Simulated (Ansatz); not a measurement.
Input, command and steps of an Ansatz relaxation.

```yaml
crystal:
  lattice:
    - [4.7681834098, 0.0, 0.0]
    - [-2.3840917049, 4.1293679628, 0.0]
    - [0.0, 0.0, 5.42918171]
  atoms:
    - { symbol: Si, position: [0.0, 0.5, 0.3333333333] }
    - { symbol: Si, position: [0.5, 0.5, 0.6666666667] }
    - { symbol: Si, position: [0.5, 0.0, 0.0] }
    - { symbol: O, position: [0.6035997692, 0.8017998846, 0.8333333333] }
    - { symbol: O, position: [0.8017998846, 0.6035997692, 0.5] }
    - { symbol: O, position: [0.8017998846, 0.1982001154, 0.1666666667] }
    - { symbol: O, position: [0.3964002308, 0.1982001154, 0.8333333333] }
    - { symbol: O, position: [0.1982001154, 0.3964002308, 0.5] }
    - { symbol: O, position: [0.1982001154, 0.8017998846, 0.1666666667] }
basis:
  ecutwfc: 420
kpoints:
  mp_grid: { grid: [6, 6, 4] }
hamiltonian:
  xc: lda
scf:
  occupations: { method: gaussian, width: 0.02 }
output:
  forces: true
  stress: true
  eigenvalues: true
relax:
  adjacent_minimum: "off"
  f_tol: 0.01
  max_steps: 30
  cell: { stress_tol: 0.1, fix: [volume] }
```

```bash
ansatz run input.yaml --threads 2 --pin off --max-ram 5120MiB --backend cpu --events-out ev --progress --plain --runs-dir out
```

Computed with DFT LDA, scalar-relativistic, plane waves, PAW (Ansatz 0.2.0).

The volume is held at 0.88 times that of the relaxed cell.

Of 6 frames 5 are shown, positions in Å and forces in eV/Å; the SCF threshold varies from step to step. Steps run on the plane waves of an earlier cell, with a Pulay correction in the pressure. The basis is chosen afresh for the last frame, the zero of the energies, and at times for earlier ones too; energy and pressure can step there, also at an unchanged geometry. Where two frames share a geometry here, they differ by under 2 meV/atom and 0.3 GPa.

```xyz
9
Lattice="4.7682 0.0000 0.0000 -2.3841 4.1294 0.0000 0.0000 0.0000 5.4292" Properties=species:S:1:pos:R:3:forces:R:3 pbc="T T T" step=1 free_energy_over_end_meV_per_atom=4.57 pressure_GPa=22.79
Si   -1.1920    2.0647    1.8097    0.0000    0.0000    0.0000
Si    1.1920    2.0647    3.6195    0.0000    0.0000    0.0000
Si    2.3841    0.0000    0.0000    0.0000    0.0000    0.0000
O     0.9665    3.3109    4.5243    0.3126    0.1805    0.0000
O     2.3841    2.4925    2.7146    0.0000    0.3610    0.0000
O     3.3506    0.8184    0.9049    0.3126   -0.1805    0.0000
O     1.4176    0.8184    4.5243   -0.3126   -0.1805    0.0000
O     0.0000    1.6369    2.7146    0.0000   -0.3610    0.0000
O    -0.9665    3.3109    0.9049   -0.3126    0.1805    0.0000
9
Lattice="4.7638 0.0000 0.0000 -2.3819 4.1256 0.0000 0.0000 0.0000 5.4392" Properties=species:S:1:pos:R:3:forces:R:3 pbc="T T T" step=2 free_energy_over_end_meV_per_atom=3.59 pressure_GPa=22.36
Si   -1.1909    2.0628    1.8131    0.0000    0.0000    0.0000
Si    1.1909    2.0628    3.6261    0.0000    0.0000    0.0000
Si    2.3819    0.0000    0.0000    0.0000    0.0000    0.0000
O     0.9691    3.3099    4.5327    0.2744    0.1584    0.0000
O     2.3819    2.4942    2.7196    0.0000    0.3169    0.0000
O     3.3510    0.8157    0.9065    0.2744   -0.1584    0.0000
O     1.4128    0.8157    4.5327   -0.2744   -0.1584    0.0000
O     0.0000    1.6313    2.7196    0.0000   -0.3169    0.0000
O    -0.9691    3.3099    0.9065   -0.2744    0.1584    0.0000
9
Lattice="4.7274 0.0000 0.0000 -2.3637 4.0941 0.0000 0.0000 0.0000 5.5233" Properties=species:S:1:pos:R:3:forces:R:3 pbc="T T T" step=3 free_energy_over_end_meV_per_atom=0.20 pressure_GPa=19.13
Si   -1.1819    2.0470    1.8411    0.0000    0.0000    0.0000
Si    1.1819    2.0470    3.6822    0.0000    0.0000    0.0000
Si    2.3637    0.0000    0.0000    0.0000    0.0000    0.0000
O     0.9872    3.2993    4.6027    0.0025    0.0015    0.0000
O     2.3637    2.5046    2.7616    0.0000    0.0029    0.0000
O     3.3509    0.7947    0.9205    0.0025   -0.0015    0.0000
O     1.3765    0.7947    4.6027   -0.0025   -0.0015    0.0000
O     0.0000    1.5894    2.7616    0.0000   -0.0029    0.0000
O    -0.9872    3.2993    0.9205   -0.0025    0.0015    0.0000
9
Lattice="4.7274 0.0000 0.0000 -2.3637 4.0941 0.0000 0.0000 0.0000 5.5233" Properties=species:S:1:pos:R:3:forces:R:3 pbc="T T T" step=4 free_energy_over_end_meV_per_atom=0.04 pressure_GPa=19.14
Si   -1.1819    2.0470    1.8411    0.0000    0.0000    0.0000
Si    1.1819    2.0470    3.6822    0.0000    0.0000    0.0000
Si    2.3637    0.0000    0.0000    0.0000    0.0000    0.0000
O     0.9872    3.2993    4.6027    0.0025    0.0015    0.0000
O     2.3637    2.5046    2.7616    0.0000    0.0029    0.0000
O     3.3509    0.7947    0.9205    0.0025   -0.0015    0.0000
O     1.3765    0.7947    4.6027   -0.0025   -0.0015    0.0000
O     0.0000    1.5894    2.7616    0.0000   -0.0029    0.0000
O    -0.9872    3.2993    0.9205   -0.0025    0.0015    0.0000
9
Lattice="4.7205 0.0000 0.0000 -2.3602 4.0881 0.0000 0.0000 0.0000 5.5394" Properties=species:S:1:pos:R:3:forces:R:3 pbc="T T T" step=6 free_energy_over_end_meV_per_atom=0.00 pressure_GPa=18.96
Si   -1.1801    2.0440    1.8465    0.0000    0.0000    0.0000
Si    1.1801    2.0440    3.6930    0.0000    0.0000    0.0000
Si    2.3602    0.0000    0.0000    0.0000    0.0000    0.0000
O     0.9868    3.2951    4.6162    0.0005    0.0003    0.0000
O     2.3602    2.5022    2.7697    0.0000    0.0006    0.0000
O     3.3471    0.7929    0.9232    0.0005   -0.0003    0.0000
O     1.3734    0.7929    4.6162   -0.0005   -0.0003    0.0000
O     0.0000    1.5859    2.7697    0.0000   -0.0006    0.0000
O    -0.9868    3.2951    0.9232   -0.0005    0.0003    0.0000
```

Time: 40 s on 2 threads of Intel(R) Xeon(R) Processor @ 2.50GHz (Skylake/Cascade Lake), with other jobs on the host, peak memory 0.39 GiB.